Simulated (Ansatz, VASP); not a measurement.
## GaP in VASP and in Ansatz

```
Ga P
1.0
     0.00000    2.70903    2.76001
     2.70903    0.00000    2.76001
     2.70903    2.70903    0.00000
Ga P
1 1
Direct
  0.00000 0.00000 0.00000
  0.25000 0.25000 0.25000
```

Change from the starting cell: strained cell.

Alike in both runs: functional PBEsol; k mesh 8 × 8 × 8; occupations gaussian, width 0.02 eV; no spin polarisation.

Ansatz relaxed the structure, and its values are those at the end. VASP's run is a single point on that final structure, the one shown.

```csv
,VASP,Ansatz
version,VASP 6.6.1,Ansatz 0.2.0
potentials or method,"VASP PAW PBE potentials, release 64 (Ga_d, P)","scalar-relativistic, plane waves, PAW"
plane-wave cutoff (eV),520,420
valence electrons in the cell,18,18
```

|  | VASP | Ansatz | Ansatz less VASP |
| --- | --- | --- | --- |
| gap on the k mesh at the Fermi level (eV) | 1.43 | 1.43 | -0.001 |
| least direct gap on the mesh (eV) | 1.71 | 1.70 | -0.007 |
| pressure (GPa) | -0.7 | -0.6 | +0.04 |

Ansatz warned: «stress_scf_threshold_loose».

Caveats: the PAW data sets were made with another functional, which shifts forces and pressure a little (VASP). A k mesh can miss the band edges.
